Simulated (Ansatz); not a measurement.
## TiAl3: a vibration from a frozen displacement

Computed with DFT r2SCAN, scalar-relativistic, plane waves, PAW (Ansatz 0.2.0). Settings: plane waves to 500 eV, k-mesh 18×18×18 (Γ-centred), Gaussian smearing 0.15 eV. No spin polarisation. Energies are free energies at this smearing, counted from the undisturbed cell; pressure is positive in compression.

The starting cell (relaxed at this level):

```yaml
crystal:
  lattice:
    - [-1.91200, 1.91200, 4.28192]
    - [1.91200, -1.91200, 4.28192]
    - [1.91200, 1.91200, -4.28192]
  atoms:
    - { symbol: Ti, position: [0.00000, 0.00000, 0.00000] }
    - { symbol: Al, position: [0.50000, 0.50000, 0.00000] }
    - { symbol: Al, position: [0.75000, 0.25000, 0.50000] }
    - { symbol: Al, position: [0.25000, 0.75000, 0.50000] }
```

Atom 2 (Al) is moved by x along the Cartesian unit vector (0.000, 0.000, 1.000); the cell and all other atoms stay fixed. The cell's volume is 62.61 Å³; the moved atoms weigh 26.982 u together and the others 101.830 u. Some rows repeat others by symmetry and weren't run.

```csv
x (Å),ΔE (meV/cell),total force on the moved atoms along the move (eV/Å),pressure (GPa)
-0.1000,21.16,0.4258,0.1389
-0.0875,16.18,0.3715,0.0997
-0.0750,11.87,0.3177,0.0658
-0.0500,5.27,0.2110,0.0136
-0.0250,1.32,0.1053,-0.0176
0.0000,0.00,0.0000,-0.0281
0.0250,1.32,-0.1053,-0.0176
0.0500,5.27,-0.2110,0.0136
0.0750,11.87,-0.3177,0.0658
0.0875,16.18,-0.3715,0.0997
0.1000,21.16,-0.4258,0.1389
```

Task: What frequency belongs to this motion?

Result: The force constant is k = −dF/dx = 4.212 eV/Å², from the parabola through x = -0.0250, 0 and 0.0250. In every cell the moved atoms swing against the rest, so the mass is μ = m₁m₂/(m₁ + m₂) = 21.330 u, and ν̃ = 521.5 cm⁻¹ × √(|k|/μ) = 232 cm⁻¹. The pattern needn't be a normal mode: ν̃² is then a weighted mean of the squared nonzero frequencies at the zone centre of this cell, so it lies between the lowest and the highest of them.

Task: How far does the harmonic law reach?

Result: At x = -0.100 Å, kx²/2 = 21.06 meV against the computed 21.16 meV (+0.5 %): the well is still close to harmonic there.

Task: The pressure changes with x². What does that say about the frequency under compression?

Result: With E = k(V)x²/2, k ∝ V^(−2γ) and x scaling with the cell as V^(1/3), P − P0 = −∂E/∂V = (2γ − 2/3) ΔE/V. At x = 0.0500 Å, V(P − P0) = 62.61 × 0.04169 / 160.2 eV = 16.29 meV and ΔE = 5.27 meV, so γ = 1/3 + V(P − P0)/(2ΔE) = 1.88. This is the Grüneisen parameter of the motion under uniform scaling of the cell: shrinking the cell evenly by 1 % in volume raises the frequency by about 1.88 %.

In a metal these slopes depend on the k mesh and the smearing.

Cost: 6 runs of about 9 core-minutes in all, on Intel Xeon Processor @ 2.70GHz (shared hosts).

The displaced Al shares a basal plane with its nearest Ti neighbours and moves perpendicular to it. The Ti-Al bonds in that plane therefore change length only at second order, while those to the Al atoms above and below stretch or shorten at first order. This suggests that the Al-Al contacts supply much of the restoring force, though directional Ti d-Al p bonding may add resistance to bending.

The mirror plane through the site forbids a cubic term, so the slight excess over the parabola is a quartic hardening. The positive Grüneisen parameter of 1.88 reflects the usual stiffening of bonds as they shorten. On heating, the two effects should oppose each other: expansion softens the motion, while larger amplitudes stiffen it.

By symmetry the displacement mixes only with zone-centre modes polarised along the tetragonal axis and odd under inversion, so 232 cm⁻¹ averages over the two optical modes of that kind. The positive curvature doesn't establish stability against in-plane displacements or modulations with a longer period.
